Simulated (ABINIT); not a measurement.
MgS (Niningerite):

```
CELL_PARAMETERS angstrom
0.00000 2.60165 2.60165
2.60165 0.00000 2.60165
2.60165 2.60165 0.00000
ATOMIC_POSITIONS crystal
S 0.50000 0.50000 0.50000
Mg 0.00000 0.00000 0.00000
```

Base run:

| Quantity | Value |
| --- | --- |
| Program | ABINIT 10.8.3 (patched build) |
| Functional | PBEsol |
| Potentials or basis | JTH PAW PBE v2.0 |
| Cutoff | 544 eV |
| k mesh | 9 × 9 × 9 |
| Occupations | fermi-dirac, width 0.05 eV |
| Spin | no spin polarisation |

Its results: band gap on the k mesh 2.83 eV, indirect (least direct gap 3.59 eV).

Q: After a change of settings the same cell gave: band gap on the k mesh 3.61 eV, indirect (least direct gap 4.64 eV). Which change was it?
A. potentials or basis from JTH PAW PBE v2.0 to PseudoDojo NC SR PBEsol v0.4.1 standard; cutoff from 544 eV to 1143 eV
B. functional from PBEsol to r2SCAN; cutoff from 544 eV to 653 eV; fine-grid cutoff from 1088.46 eV to 1251.72 eV
C. functional from PBEsol to LDA; potentials or basis from JTH PAW PBE v2.0 to JTH PAW LDA v2.0
D. functional from PBEsol to PBE

A: B.

Caveats: the mesh misses the band edges, which the band path finds closer together.

Not every run made on this cell is shown here.
